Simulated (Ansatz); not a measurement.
# Li2S: the cost of one run

Program: Ansatz 0.2.0. Level of theory: DFT LDA, scalar-relativistic, plane waves, PAW. These are calculated values, not measurements.

The COD entry's cell or inner coordinates are ideal or old and differ from later refinements, so a difference from it is no clean test against experiment.

**1. The structure to begin with**

It takes space group Fm-3m (No. 225, cubic). The conventional cell has a = 5.689 Å, b = 5.689 Å, c = 5.689 Å, α = 90.00°, β = 90.00°, γ = 90.00°. Li (site symmetry -43m) is surrounded by 4 S at 2.46 Å. S (site symmetry m-3m) has 8 Li at 2.46 Å as nearest neighbours.

Structure file:

```cif
data_structure
_symmetry_space_group_name_H-M 'Fm-3m'
_symmetry_Int_Tables_number 225
_cell_length_a 5.6890
_cell_length_b 5.6890
_cell_length_c 5.6890
_cell_angle_alpha 90.000
_cell_angle_beta 90.000
_cell_angle_gamma 90.000
_cell_volume 184.12
loop_
_atom_site_label
_atom_site_type_symbol
_atom_site_symmetry_multiplicity
_atom_site_Wyckoff_symbol
_atom_site_fract_x
_atom_site_fract_y
_atom_site_fract_z
_atom_site_occupancy
Li1 Li 8 c 0.25000 0.75000 0.75000 1
S1 S 4 a 0.00000 0.00000 0.00000 1
```

The structure rests on an entry of the Crystallography Open Database; cell or positions may have been set otherwise for this series.

**2. Relaxing cell and atoms: Li2S, no spin**

Input file input.yaml:

```yaml
crystal:
  lattice:
    - [0.0, 2.8445, 2.8445]
    - [2.8445, 0.0, 2.8445]
    - [2.8445, 2.8445, 0.0]
  atoms:
    - { symbol: Li, position: [0.25, 0.25, 0.25] }
    - { symbol: Li, position: [0.75, 0.75, 0.75] }
    - { symbol: S, position: [0.0, 0.0, 0.0] }
scf:
  occupations: { method: gaussian, width: 0.02 }
output:
  forces: true
  stress: true
  eigenvalues: true
  write_density: true
  write_potential: true
  elf: true
  volumetric_format: npy
hamiltonian:
  xc: lda
kpoints:
  mp_grid: { grid: [8, 8, 8] }
relax:
  f_tol: 0.005
  cell: { stress_tol: 0.02 }
```

Started as:

```bash
> ansatz run input.yaml --threads 4 --pin off --max-ram 12288MiB --backend cpu --events-out ev --progress --plain --runs-dir out
```

**Question.** How long does this run take on 4 threads of Intel Xeon Platinum 8259CL at 2.50GHz (Skylake/Cascade Lake), shared host, and how much memory does it need?

About 2.8 s, with a peak of 0.38 GiB.
